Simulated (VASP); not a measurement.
Crystal: As.

```xyz
2
Lattice="2.9580 0.0000 0.0000 -1.4790 2.5617 0.0000 0.0000 0.0000 4.8304" Properties=species:S:1:pos:R:3 pbc="T T T"
As    0.0000    1.7078    1.2076
As    1.4790    0.8539    3.6228
```

The cell was built by a generator and needn't be a form met in nature.

```yaml
Program: VASP 6.6.1
Task: relaxation of cell and atoms
Functional: BLYP
Potentials_or_basis: VASP PAW PBE potentials, release 64 (As)
Cutoff: 600 eV
k_mesh: 12 × 12 × 7
Occupations: fermi-dirac, width 0.1 eV
Spin: no spin polarisation
```

At the start: pressure 13.5 GPa; volume 18.30 Å³/atom.

**Question.** Where does the relaxation end?

**Answer.** Over 12 steps the energy falls by 132.1 meV/atom and the volume is 21.53 Å³/atom (+17.7 %); space group P6_3/mmc (No. 194, to 0.05 Å).

The path:
```
step  energy change (eV)  largest force (eV/Å)  pressure (GPa)  volume (Å³)
   1              0.0000                0.0000           13.47        36.60
   2             -0.1969                0.0000           -3.20        45.38
   3             -0.2247                0.0000            0.09        42.70
   4             -0.2247                0.0000           -0.10        42.83
   5             -0.2267                0.0000           -0.10        42.86
   6             -0.2364                0.0000           -0.12        42.95
   7             -0.2583                0.0000           -0.20        43.08
   8             -0.2458                0.0000            0.53        43.20
   9             -0.2643                0.0000           -0.10        43.15
  10             -0.2643                0.0000           -0.11        43.15
  11             -0.2640                0.0000            0.39        42.81
  12             -0.2643                0.0000            0.00        43.07
```

Final structure:
```yaml
crystal:
  lattice:
    - [3.02140, 0.00000, 0.00000]
    - [-1.51070, 2.61661, 0.00000]
    - [0.00000, 0.00000, 5.44757]
  atoms:
    - { symbol: As, position: [0.33333, 0.66667, 0.25000] }
    - { symbol: As, position: [0.66667, 0.33333, 0.75000] }
```

Caveat: the volume moved by over 15 % at a fixed basis, so the end points are rough; the PAW data sets were made with another functional, which shifts forces and pressure a little.
